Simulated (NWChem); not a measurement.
# CHF3 (trifluoromethane): levels of theory compared

Aim: a comparison of 6 runs (HF/def2-SVPD, B3LYP/6-31G*, PBE0/def2-SVP, M06-2X/6-311+G**, B3LYP/def2-SVPD, M06-2X/def2-SVPD) of CHF3 (trifluoromethane). 

The calculation is run with NWChem 7.3.0.

### Step 1. The structure to begin with

CHF3: 5 atoms, total charge 0, spin state singlet. SMILES: `FC(F)F`. The shape is that of a PBE0-D4/def2-TZVP optimisation.

Bond lengths: F1–C2 1.331 Å, C2–F3 1.331 Å, C2–F4 1.331 Å, C2–H5 1.093 Å. Angles: F1–C2–F3 108.5°, F1–C2–F4 108.5°, F3–C2–F4 108.5°, F1–C2–H5 110.4°, F3–C2–H5 110.4°, F4–C2–H5 110.4°.

### Step 2. Energy and gradient at HF/def2-SVPD (run 1)

Input file job.nw:

```
echo
start job
title "CHF3"
memory 2200 mb
charge 0
geometry units angstroms noautosym nocenter noautoz
 F       -0.668650      -0.329700       1.079190
 C        0.019500       0.056360       0.006820
 F        1.047350      -0.773770      -0.157470
 F       -0.772570      -0.035090      -1.059420
 H        0.374370       1.082210       0.130870
end
basis spherical bse
 * library def2-SVPD
end
scf
 thresh 1e-08
 maxiter 80
end
task scf gradient
```

Command:

```console
nwchem job.nw > job.out
```

The log of the run:

```text
[...]
  functions       =    97
[...]
  wavefunction    = RHF
[...]
         Total SCF energy =   -336.522781788561
      One-electron energy =   -734.685238505716
      Two-electron energy =    264.209512698751
 Nuclear repulsion energy =    133.952944018405
        Time for solution =      9.8s
[...]
                         RHF ENERGY GRADIENTS
    atom               coordinates                        gradient
                 x          y          z           x          y          z
   1 F      -1.263565  -0.623043   2.039373   -0.010810  -0.005127   0.017617
   2 C       0.036850   0.106505   0.012888    0.003603   0.010408   0.001266
   3 F       1.979205  -1.462213  -0.297575    0.017155  -0.012366  -0.002535
   4 F      -1.459946  -0.066310  -2.002014   -0.012509  -0.000323  -0.017241
   5 H       0.707457   2.045080   0.247308    0.002560   0.007408   0.000893
[...]
```

Run time: 14 s. Hardware: 1 thread of AMD EPYC 7B13 (Zen 3), shared host; peak memory 0.1 GiB.

### Step 3. Energy and forces at B3LYP/6-31G(d) (spherical functions) (run 2)

Input file test.nw:

```
start test
memory stack 880 mb heap 220 mb global 1100 mb
charge 0
geometry units angstroms noautosym nocenter noautoz
  F       -0.668650      -0.329700       1.079190
  C        0.019500       0.056360       0.006820
  F        1.047350      -0.773770      -0.157470
  F       -0.772570      -0.035090      -1.059420
  H        0.374370       1.082210       0.130870
end
basis spherical bse
  * library 6-31G*
end
dft
  xc b3lyp
  grid xfine
  convergence energy 1e-08
  maxiter 100
  mulliken
  print low
end
task dft gradient
```

Command:

```console
nwchem test.nw > test.out
```

The log of the run:

```text
[...]
 d= 0,ls=0.0,diis     1   -338.0765035821 -4.72D+02  2.17D-02  1.37D+00     1.2
[...]
 d= 0,ls=0.0,diis     7   -338.2220976284 -6.25D-09  4.70D-07  2.01D-09     6.5
         Total DFT energy =     -338.222097628353
      One electron energy =     -735.959996332345
           Coulomb energy =      301.048529024716
    Exchange-Corr. energy =      -37.263574339128
 Nuclear repulsion energy =      133.952944018405
[...]
      Total Density - Mulliken Population Analysis
     ---------------------------------------------
    Atom       Charge   Shell Charges
 -----------   ------   -------------------------------------------------------
    1 F    9     9.27   2.00  0.94  3.32  1.02  1.99  0.02
    2 C    6     5.29   2.00  0.70  1.84  0.21  0.38  0.16
    3 F    9     9.27   2.00  0.94  3.32  1.02  1.99  0.02
    4 F    9     9.27   2.00  0.94  3.32  1.02  1.99  0.02
    5 H    1     0.88   0.55  0.33
[...]
                         DFT ENERGY GRADIENTS
    atom               coordinates                        gradient
                 x          y          z           x          y          z
   1 F      -1.263565  -0.623043   2.039373    0.005445   0.002373  -0.009041
   2 C       0.036850   0.106505   0.012888   -0.002598  -0.007520  -0.000900
   3 F       1.979205  -1.462213  -0.297575   -0.008857   0.006072   0.001268
   4 F      -1.459946  -0.066310  -2.002014    0.006305  -0.000080   0.008778
   5 H       0.707457   2.045080   0.247308   -0.000294  -0.000845  -0.000105
 Task  times  cpu:        8.4s     wall:        8.4s
 Total times  cpu:        8.5s     wall:        8.5s
```

Run time: 9 s. Hardware: 1 thread of AMD EPYC 7B13 (Zen 3), shared host; peak memory 0.13 GiB.

Runs 3 to 5 aren't shown in full; the table further down has their settings and results.

### Step 4. Energy and forces at M06-2X/def2-SVPD (run 6)

Input file struct.nw:

```
echo
start struct
title "CHF3 gradient"
memory total 2200 mb

geometry units atomic noautosym nocenter noautoz
   F   -1.26356537  -0.62304270   2.03937354
   C    0.03684966   0.10650496   0.01288793
   F    1.97920466  -1.46221338  -0.29757517
   F   -1.45994571  -0.06631049  -2.00201365
   H    0.70745677   2.04508051   0.24730846
end

basis spherical bse
   * library def2-SVPD
end

dft
   xc m06-2x
   grid fine
   convergence energy 1e-08
   iterations 100
   mulliken
   noprint "final vectors analysis"
end

task dft gradient
```

Command:

```console
nwchem struct.nw > struct.out
```

The log of the run:

```text
[...]
          Wavefunction type:  closed shell.
          No. of atoms     :     5
          No. of electrons :    34
[...]
          Charge           :     0
          Spin multiplicity:     1
[...]
          AO basis - number of functions:    97
[...]
              XC Information
              --------------
                       M06-2X Method XC Functional
                     Hartree-Fock (Exact) Exchange  0.540
                        M06-2X Exchange Functional  1.000
                      M06-2X Correlation Potential  1.000
[...]
 d= 0,ls=0.0,diis     1   -337.7494524762 -4.72D+02  1.53D-02  1.28D+00     1.5
[...]
 d= 0,ls=0.0,diis     8   -337.8877424179 -9.07D-10  2.08D-07  5.04D-10     9.8
         Total DFT energy =     -337.887742417915
      One electron energy =     -734.706873185550
           Coulomb energy =      299.892266432592
    Exchange-Corr. energy =      -37.026070070417
 Nuclear repulsion energy =      133.952934405461
[...]
      Total Density - Mulliken Population Analysis
     ---------------------------------------------
    Atom       Charge   Shell Charges
 -----------   ------   -------------------------------------------------------
    1 F    9     9.40   1.99  1.13  0.80  0.06  3.34  1.92  0.13  0.01  0.02
    2 C    6     4.56   1.99  0.93 -0.29 -0.00  1.85 -0.02  0.18 -0.07
    3 F    9     9.40   1.99  1.13  0.80  0.06  3.34  1.92  0.13  0.01  0.02
    4 F    9     9.40   1.99  1.13  0.80  0.06  3.34  1.92  0.13  0.01  0.02
    5 H    1     1.25   0.78  0.40  0.02  0.04
[...]
  wavefunction    = closed shell
                         DFT ENERGY GRADIENTS
    atom               coordinates                        gradient
                 x          y          z           x          y          z
   1 F      -1.263565  -0.623043   2.039374   -0.000208   0.000466   0.000782
   2 C       0.036850   0.106505   0.012888    0.000378   0.001100   0.000168
   3 F       1.979205  -1.462213  -0.297575    0.000914   0.000170  -0.000023
   4 F      -1.459946  -0.066310  -2.002014   -0.000254   0.000668  -0.000631
   5 H       0.707457   2.045081   0.247308   -0.000830  -0.002404  -0.000296
[...]
```

Wall time 15 s (1 thread of AMD EPYC 7B13 (Zen 3), shared host); peak memory 0.12 GiB.

### Step 5. The series

```
run                               level  iteration cap  module  energy (Eh)  dipole moment (D)  HOMO energy (eV)  LUMO energy (eV)  wall time
  1                        HF/def2-SVPD             80     scf  -336.522782               1.86            -16.42              2.54       14 s
  2  B3LYP/6-31G* (spherical functions)            100     dft  -338.222098                  –                 –                 –        9 s
  3                       PBE0/def2-SVP            100     dft  -337.653995               1.54            -11.14              2.46      8.7 s
  4                    M06-2X/6-311+G**            100     dft  -338.234863               1.80            -13.35              0.37       14 s
  5                     B3LYP/def2-SVPD            100     dft  -338.004875               1.63            -11.29              0.45       12 s
  6                    M06-2X/def2-SVPD            100     dft  -337.887742               1.70                 –                 –       15 s
```

### Step 6. What came out

| quantity | value |
| --- | --- |
| run 6: total energy | -337.88774 Eh |
| run 6: dipole moment | 1.70 D |
| run 6: largest force on an atom | 0.132 eV/Å |

**Reading.** Over runs 1, 3, 4, 5, 6 the dipole moment (its size) runs from 1.54 D (PBE0/def2-SVP) to 1.86 D (HF/def2-SVPD). The two ends differ in method and basis. Over runs 1, 3, 4, 5 the HOMO–LUMO gap runs from 11.75 eV (B3LYP/def2-SVPD) to 18.96 eV (HF/def2-SVPD). Exact exchange widens orbital gaps. Totals of different functionals can't be ranked against each other. All runs together took 73 s, the longest 15 s.
